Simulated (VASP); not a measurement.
# GaP (F-43m) in VASP: further runs

One crystal, GaP, is run at these levels: HSE06, LDA; tasks: single point.

Program: VASP 6.6.1. These are calculated values, not measurements. Logs are shortened: lines on timing, memory, paths and dates and some standing lists are left out, and cuts for length are marked.

### 1 The crystal as given

The structure is cubic, space group F-43m (No. 216). The conventional cell has a = 5.451 Å, b = 5.451 Å, c = 5.451 Å, α = 90.00°, β = 90.00°, γ = 90.00°. Around Ga (site symmetry -43m) lie 4 P at 2.36 Å. Around P (site symmetry -43m) lie 4 Ga at 2.36 Å.

### 2 Single point, HSE06, spin-orbit coupling, no magnetisation

POSCAR

```
GaP
1.0
    0.0000000000      2.7252500000      2.7252500000
    2.7252500000      0.0000000000      2.7252500000
    2.7252500000      2.7252500000      0.0000000000
Ga P
1 1
Direct
    0.0000000000      0.0000000000      0.0000000000
    0.7500000000      0.7500000000      0.7500000000
```

INCAR.step1

```
PREC     = Accurate       # precision mode
ENCUT    = 520            # plane-wave cutoff, eV
EDIFF    = 1E-5           # SCF threshold, eV
ISMEAR   = 0              # smearing method
SIGMA    = 0.02           # smearing width, eV
LREAL    = F              # projectors in reciprocal space
LASPH    = T              # aspherical terms in the spheres
NELM     = 80             # most SCF steps
ALGO     = Normal         # electronic algorithm
ISIF     = 2              # what is computed and relaxed
LWAVE    = T              # write WAVECAR
MAGMOM   = 0 0 0 0 0 0    # initial moments
LORBIT   = 11             # projections on sites
LSORBIT  = T              # spin-orbit coupling
GGA_COMPAT= F            
GGA      = PE             # functional
KPAR     = 4
```

INCAR.step2

```
PREC     = Accurate       # precision mode
ENCUT    = 520            # plane-wave cutoff, eV
EDIFF    = 1E-6           # SCF threshold, eV
ISMEAR   = 0              # smearing method
SIGMA    = 0.02           # smearing width, eV
LREAL    = F              # projectors in reciprocal space
LASPH    = T              # aspherical terms in the spheres
NELM     = 80             # most SCF steps
ALGO     = Normal         # electronic algorithm
ISIF     = 2              # what is computed and relaxed
LWAVE    = F              # write WAVECAR
LCHARG   = T              # write CHGCAR
MAGMOM   = 0 0 0 0 0 0    # initial moments
LORBIT   = 11             # projections on sites
LSORBIT  = T              # spin-orbit coupling
GGA_COMPAT= F            
GGA      = PE             # functional
LHFCALC  = T              # exact exchange
HFSCREEN = 0.2            # screening, 1/A
PRECFOCK = Fast         
LVHAR    = T            
ISTART   = 1            
KPAR     = 4
```

KPOINTS

```
regular mesh
0
Gamma
  6 6 6
```

Potentials or basis: VASP PAW PBE potentials, release 64 (Ga_d, P).

The run is started by

```bash
$ cat potpaw_PBE.64/Ga_d/POTCAR potpaw_PBE.64/P/POTCAR > POTCAR
$ cp INCAR.step1 INCAR
$ mpirun -np 4 vasp_ncl > vasp.out
$ cp INCAR.step2 INCAR
$ mpirun -np 4 vasp_ncl > vasp.out
```

OUTCAR:

```text
PREC = Accurate
   ENCUT = 520
   EDIFF = 1E-6
   ISMEAR = 0
   LREAL = F
   LASPH = T
   NELM = 80
   ISIF = 2
   LORBIT = 11
   LSORBIT = T
   GGA = PE
   LHFCALC = T
   HFSCREEN = 0.2
   PRECFOCK = Fast
   ISTART = 1

 ion  position               nearest neighbor table
   1  0.000  0.000  0.000-   2 2.36   2 2.36   2 2.36   2 2.36
   2  0.750  0.750  0.750-   1 2.36   1 2.36   1 2.36   1 2.36

  LATTYP: Found a face centered cubic cell.
 ALAT       =     5.4505000000

  Lattice vectors:

 A1 = (   0.0000000000,   2.7252500000,   2.7252500000)
 A2 = (   2.7252500000,   0.0000000000,   2.7252500000)
 A3 = (   2.7252500000,   2.7252500000,   0.0000000000)

Analysis of symmetry for initial positions (statically):
=====================================================================
 Subroutine PRICEL returns:
 Original cell was already a primitive cell.

 Routine SETGRP: Setting up the symmetry group for a
 face centered cubic supercell.

 Subroutine GETGRP returns: Found 24 space group operations
 (whereof 24 operations were pure point group operations)
 out of a pool of 48 trial point group operations.

The static configuration has the point symmetry T_d .

Analysis of symmetry for dynamics (positions and initial velocities):
=====================================================================
 Subroutine PRICEL returns:
 Original cell was already a primitive cell.

 Routine SETGRP: Setting up the symmetry group for a
 face centered cubic supercell.

 Subroutine GETGRP returns: Found 24 space group operations
 (whereof 24 operations were pure point group operations)
 out of a pool of 48 trial point group operations.

The dynamic configuration has the point symmetry T_d .

Analysis of structural, dynamic, and magnetic symmetry:
=====================================================================
 Subroutine PRICEL returns:
 Original cell was already a primitive cell.

 Routine SETGRP: Setting up the symmetry group for a
 face centered cubic supercell.

 Subroutine GETGRP returns: Found 24 space group operations
 (whereof 24 operations were pure point group operations)
 out of a pool of 48 trial point group operations.

The overall configuration has the point symmetry T_d .

 Subroutine INISYM returns: Found 24 space group operations
 (whereof 24 operations are pure point group operations),
 and found     1 'primitive' translations

----------------------------------------------------------------------------------------

                                     Primitive cell

  volume of cell :      40.4808

  direct lattice vectors                    reciprocal lattice vectors
     0.000000000  2.725250000  2.725250000    -0.183469406  0.183469406  0.183469406
     2.725250000  0.000000000  2.725250000     0.183469406 -0.183469406  0.183469406
     2.725250000  2.725250000  0.000000000     0.183469406  0.183469406 -0.183469406

  length of vectors
     3.854085511  3.854085511  3.854085511     0.317778334  0.317778334  0.317778334

  position of ions in fractional coordinates (direct lattice)
     0.000000000  0.000000000  0.000000000
     0.750000000  0.750000000  0.750000000

  ion indices of the primitive-cell ions
   primitive index   ion index
                 1           1
                 2           2

----------------------------------------------------------------------------------------

 KPOINTS: regular mesh

Automatic generation of k-mesh.
 Grid dimensions read from file:
 generate k-points for:    6    6    6

 Generating k-lattice:

  Cartesian coordinates                     Fractional coordinates (reciprocal lattice)
    -0.030578234  0.030578234  0.030578234     0.166666667  0.000000000  0.000000000
     0.030578234 -0.030578234  0.030578234     0.000000000  0.166666667  0.000000000
     0.030578234  0.030578234 -0.030578234     0.000000000  0.000000000  0.166666667

  Length of vectors
     0.052963056  0.052963056  0.052963056

  Shift w.r.t. Gamma in fractional coordinates (k-lattice)
     0.000000000  0.000000000  0.000000000

[... 60 lines left out ...]
   EMIN   =  10.00;   EMAX   =-10.00  energy-range for DOS
   EFERMI =   0.00;   METHOD = LEGACY
   ISMEAR =     0;   SIGMA  =   0.02  broadening in eV -4-tet -1-fermi 0-gaus
   EFERMI_NEDOS =   21; number of points for ismear=-14 and -15
   IALGO  =     38    algorithm
   IMIX   =      1    mixing-type and parameters
     AMIX     =   0.40;   BMIX     =  1.00
     AMIX_MAG =   1.60;   BMIX_MAG =  1.00
  volume/ion in A,a.u.               =      20.24       136.59
  Fermi-wavevector in a.u.,A,eV,Ry     =   1.249538  2.361284 21.243377  1.561344
  Thomas-Fermi vector in A             =   2.383574
   LORBIT       =     11    0 simple, 1 ext, 2 COOP (PROOUT), +10 PAW based schemes
   GGA     = PE    functional components
   LHFCALC =     T    Hartree Fock is set to
   PRECFOCK=fast      Normal, Fast or Accurate (Low or Medium for compatibility)
   ENCUT4O =  -1.0   cutoff for four orbital integrals eV
   NKREDX  =     1    reduce k-point grid by
   NKREDY  =     1    reduce k-point grid by
   NKREDZ  =     1    reduce k-point grid by
   AEXX    =    0.2500 exact exchange contribution
   HFSCREEN=    0.2000 screening length (either q_TF or 0.3 A-1)
   HFSCREENC=   0.2000 screening length for correlation (either q_TF or 0.3 A-1)
   ENCUTFOCK=  -1.0 apply spherical cutoff to Coloumb kernel
   IVDW    =     0    specifies the selected vdW correction
   LEPSILON=     F    determine dielectric tensor
   LRPA    =     F    only Hartree local field effects (RPA)
 Gauss-broadening in eV      SIGMA  =   0.02
  energy-cutoff  :      520.00
  volume of cell :       40.48
 maximum number of plane-waves:      2226
 NGX is ok and might be reduce to    30
  NGX = 16; NGY = 16; NGZ = 16

 number of electron      17.9999989 magnetization       0.0000000     -0.0000000     -0.0000000

 number of electron      17.9999988 magnetization      -0.0000000      0.0000000      0.0000000

 number of electron      17.9999988 magnetization       0.0000000      0.0000000      0.0000000

 Free energy of the ion-electron system (eV)
  ---------------------------------------------------
  ext. energy  EPLUGINS =         0.00000000
  ---------------------------------------------------
  free energy    TOTEN  =       -10.81602588 eV

  energy without entropy =      -10.81602588  energy(sigma->0) =      -10.81602588

 E-fermi :   4.3263     XC(G=0):  -8.1435

 val. band max:        4.2368998738   @ k =   0.0000   0.0000   0.0000
 cond. band min:       6.5157366065   @ k =   0.5000   0.5000   0.0000
 fundamental gap:      2.2788367327
 Fermi energy:         4.3263283794

 k-point     1 :       0.0000    0.0000    0.0000
  band No.  band energies     occupation
      1     -13.0939      1.00000
      2     -13.0939      1.00000
      3     -13.0939      1.00000
      4     -13.0939      1.00000
      5     -12.6737      1.00000
      6     -12.6737      1.00000
[... 627 lines left out ...]
     25      12.9331      0.00000
     26      12.9583      0.00000

------------------------ aborting loop because EDIFF is reached ----------------------------------------

  FORCE on cell =-STRESS in cart. coord.  units (eV):
  Direction    XX          YY          ZZ          XY          YZ          ZX
  --------------------------------------------------------------------------------------
  -------------------------------------------------------------------------------------
  Total        0.1383252      0.1383252      0.1383252     -0.0000000      0.0000000      0.0000000
  in kB        5.4747316      5.4747316      5.4747316     -0.0000000      0.0000000      0.0000000
  external PRESSURE =       5.4747316 kB  Pullay stress =       0.0000000 kB

 VOLUME and BASIS-vectors are now :
 -----------------------------------------------------------------------------
  energy-cutoff  :      520.00
  volume of cell :       40.48
      direct lattice vectors                 reciprocal lattice vectors
     0.000000000  2.725250000  2.725250000    -0.183469406  0.183469406  0.183469406
     2.725250000  0.000000000  2.725250000     0.183469406 -0.183469406  0.183469406
     2.725250000  2.725250000  0.000000000     0.183469406  0.183469406 -0.183469406

 POSITION                                       TOTAL-FORCE (eV/Angst)
 -----------------------------------------------------------------------------------
      0.00000      0.00000      0.00000        -0.000000      0.000000     -0.000000
      4.08788      4.08788      4.08788         0.000000     -0.000000      0.000000
 -----------------------------------------------------------------------------------
    total drift:                                0.000012     -0.000006     -0.000000

  FREE ENERGIE OF THE ION-ELECTRON SYSTEM (eV)
  ---------------------------------------------------
  free  energy   TOTEN  =       -10.8160258808 eV

  energy  without entropy=      -10.8160258808  energy(sigma->0) =      -10.81602588

 Spin-Orbit-Coupling matrix elements

 Ion:    1  E_soc:     -0.0105533
 l=   1
     0.0000000    -0.0009930    -0.0009930
    -0.0009930     0.0000000    -0.0009930
    -0.0009930    -0.0009930     0.0000000
 l=   2
     0.0000000    -0.0001564     0.0000000    -0.0001564    -0.0006094
    -0.0001564     0.0000000    -0.0004571    -0.0001564    -0.0001524
     0.0000000    -0.0004571     0.0000000    -0.0004571     0.0000000
    -0.0001564    -0.0001564    -0.0004571     0.0000000    -0.0001524
    -0.0006094    -0.0001524     0.0000000    -0.0001524     0.0000000
 l=   3
     0.0000000     0.0000000     0.0000000     0.0000000     0.0000000     0.0000000     0.0000000
     0.0000000     0.0000000     0.0000000     0.0000000     0.0000000     0.0000000     0.0000000
     0.0000000     0.0000000     0.0000000     0.0000000     0.0000000     0.0000000     0.0000000
     0.0000000     0.0000000     0.0000000     0.0000000     0.0000000     0.0000000     0.0000000
     0.0000000     0.0000000     0.0000000     0.0000000     0.0000000     0.0000000     0.0000000
     0.0000000     0.0000000     0.0000000     0.0000000     0.0000000     0.0000000     0.0000000
     0.0000000     0.0000000     0.0000000     0.0000000     0.0000000     0.0000000     0.0000000

 Ion:    2  E_soc:     -0.0008454
 l=   1
     0.0000000    -0.0001409    -0.0001409
    -0.0001409     0.0000000    -0.0001409
    -0.0001409    -0.0001409     0.0000000
 l=   2
     0.0000000     0.0000000     0.0000000     0.0000000     0.0000000
     0.0000000     0.0000000     0.0000000     0.0000000     0.0000000
     0.0000000     0.0000000     0.0000000     0.0000000     0.0000000
     0.0000000     0.0000000     0.0000000     0.0000000     0.0000000
     0.0000000     0.0000000     0.0000000     0.0000000     0.0000000
 l=   3
     0.0000000     0.0000000     0.0000000     0.0000000     0.0000000     0.0000000     0.0000000
     0.0000000     0.0000000     0.0000000     0.0000000     0.0000000     0.0000000     0.0000000
     0.0000000     0.0000000     0.0000000     0.0000000     0.0000000     0.0000000     0.0000000
     0.0000000     0.0000000     0.0000000     0.0000000     0.0000000     0.0000000     0.0000000
     0.0000000     0.0000000     0.0000000     0.0000000     0.0000000     0.0000000     0.0000000
     0.0000000     0.0000000     0.0000000     0.0000000     0.0000000     0.0000000     0.0000000
     0.0000000     0.0000000     0.0000000     0.0000000     0.0000000     0.0000000     0.0000000

 total charge

# of ion       s       p       d       tot
------------------------------------------
    1        0.824   0.851  10.029  11.704
    2        1.012   1.550   0.000   2.562
--------------------------------------------------
tot          1.836   2.401  10.029  14.266

 magnetization (x)

# of ion       s       p       d       tot
------------------------------------------
    1       -0.000  -0.000   0.000  -0.000
    2        0.000   0.000   0.000   0.000
--------------------------------------------------
tot         -0.000   0.000   0.000   0.000

 magnetization (y)

# of ion       s       p       d       tot
------------------------------------------
    1        0.000  -0.000   0.000  -0.000
    2        0.000   0.000   0.000   0.000
--------------------------------------------------
tot          0.000   0.000   0.000   0.000

 magnetization (z)

# of ion       s       p       d       tot
------------------------------------------
    1        0.000  -0.000   0.000  -0.000
    2        0.000   0.000   0.000   0.000
--------------------------------------------------
tot          0.000   0.000   0.000   0.000
```

Wall time 17 min (4 MPI ranks of AMD EPYC 9R45 (Zen 5), shared host); peak memory 0.37 GiB.

What came out:

```yaml
Free_energy: -10.8160 eV
Pressure: 0.5 GPa
Valence_electrons_inside_the_program's_atomic_spheres: Ga 11.70; P 2.56
```

Caveat: the PAW data sets were made with another functional, which shifts forces and pressure a little.

### 3 Single point, LDA (grid = ENCUT=650 dk=0.35 cell=3x3x2 ISMEAR=0 SIGMA=0.05 LREAL=Auto EDIFF=1e-06)

INCAR

```
ALGO = Fast
EDIFF = 1E-6
ENCUT = 650
GGA = CA
ISIF = 2
ISMEAR = 0
KPAR = 2
LASPH = True
LCHARG = False
LREAL = Auto
LWAVE = False
NBANDS = 174
NCORE = 1
NELM = 120
PREC = Accurate
SIGMA = 0.05
```

KPOINTS

```
k-points
0
Gamma
  2 2 3
```

POSCAR

```
GaP
1.0
    0.0000000000      8.1757500000      8.1757500000
    8.1757500000      0.0000000000      8.1757500000
    5.4505000000      5.4505000000      0.0000000000
P Ga
18 18
Direct
    0.0000000000      0.0000000000      0.0000000000
    0.2500000000      0.2500000000      0.3750000000
    0.2500000000      0.2500000000      0.8750000000
    0.2500000000      0.5833333333      0.3750000000
    0.2500000000      0.5833333333      0.8750000000
    0.2500000000      0.9166666667      0.3750000000
    0.2500000000      0.9166666667      0.8750000000
    0.5833333333      0.2500000000      0.3750000000
    0.5833333333      0.2500000000      0.8750000000
    0.5833333333      0.5833333333      0.3750000000
    0.5833333333      0.5833333333      0.8750000000
    0.5833333333      0.9166666667      0.3750000000
    0.5833333333      0.9166666667      0.8750000000
    0.9166666667      0.2500000000      0.3750000000
    0.9166666667      0.2500000000      0.8750000000
    0.9166666667      0.5833333333      0.3750000000
    0.9166666667      0.5833333333      0.8750000000
    0.9166666667      0.9166666667      0.8750000000
    0.0000000000      0.0000000000      0.5000000000
    0.0000000000      0.3333333333      0.0000000000
    0.0000000000      0.3333333333      0.5000000000
    0.0000000000      0.6666666667      0.0000000000
    0.0000000000      0.6666666667      0.5000000000
    0.3333333333      0.0000000000      0.0000000000
    0.3333333333      0.0000000000      0.5000000000
    0.3333333333      0.3333333333      0.0000000000
    0.3333333333      0.3333333333      0.5000000000
    0.3333333333      0.6666666667      0.0000000000
    0.3333333333      0.6666666667      0.5000000000
    0.6666666667      0.0000000000      0.0000000000
    0.6666666667      0.0000000000      0.5000000000
    0.6666666667      0.3333333333      0.0000000000
    0.6666666667      0.3333333333      0.5000000000
    0.6666666667      0.6666666667      0.0000000000
    0.6666666667      0.6666666667      0.5000000000
    0.9166666667      0.9166666667      0.3750000000
```

Potentials or basis: VASP PAW LDA potentials, release 64 (P, Ga_d).

The run is started by

```bash
$ cat potpaw_LDA.64/P/POTCAR potpaw_LDA.64/Ga_d/POTCAR > POTCAR
$ mpirun -np 4 vasp_std > vasp.out
```

Run time: 15 min. Hardware: 4 MPI ranks of Intel Xeon Platinum 8559C (Emerald Rapids), shared host; peak memory 0.76 GiB.

The run converged, but some of its settings lie outside the range that counts as converged, so its numbers aren't taken as properties of the crystal.

Results:

```yaml
Free_energy: -184.7576 eV
Pressure: -2.3 GPa
Largest_force: 0.851 eV/Å
Band_gap_on_the_k_mesh: none (metal or under the smearing width)
```

### 4 The reference run

An earlier run on the cell as given: functional PBE; potentials or basis VASP PAW PBE potentials, release 64 (Ga_d, P); cutoff 520 eV; k mesh 8 × 8 × 8; occupations fermi-dirac, width 0.05 eV; no spin polarisation.

* Pressure: 2.5 GPa
* Band gap on the k mesh: 1.64 eV, indirect (least direct gap 1.83 eV)
